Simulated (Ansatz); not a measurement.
CdSe — electric field gradients

The cell is a COD entry, ions relaxed with PBE at fixed cell.

```xyz
4
Lattice="4.2990 0.0000 0.0000 -2.1495 3.7230 0.0000 0.0000 0.0000 7.0100" Properties=species:S:1:pos:R:3 pbc="T T T"
Cd    0.0000    2.4820    0.0034
Cd    2.1495    1.2410    3.5084
Se    0.0000    2.4820    2.6379
Se    2.1495    1.2410    6.1429
```

Atom numbers follow the list; atoms alike are taken as one site, whose name carries the number of the first.

Method: Kohn–Sham DFT in Ansatz, PBE, plane waves and PAW, with spin–orbit coupling, 420 eV cutoff, Γ-centred 12×12×6 k-points, Fermi–Dirac smearing 0.02 eV.

V_zz is the principal component of the electric field gradient with the largest magnitude, η = (V_xx − V_yy)/V_zz and C_Q = eQV_zz/h.

| site | atoms (order as listed) | first shell | V_zz (10²¹ V/m²) | η | C_Q (MHz) |
| --- | --- | --- | --- | --- | --- |
| Cd | 1, 2 | 4 Se at 2.63 Å | 0.17 | 0.00 | – |
| Se | 3, 4 | 4 Cd at 2.63 Å | 0.14 | 0.00 | – |

An axis of threefold or higher order runs through Cd and Se, so V_zz lies along it and η is zero.

Cd, Se have no stable isotope with a ground-state quadrupole moment in the table, so no C_Q is given.
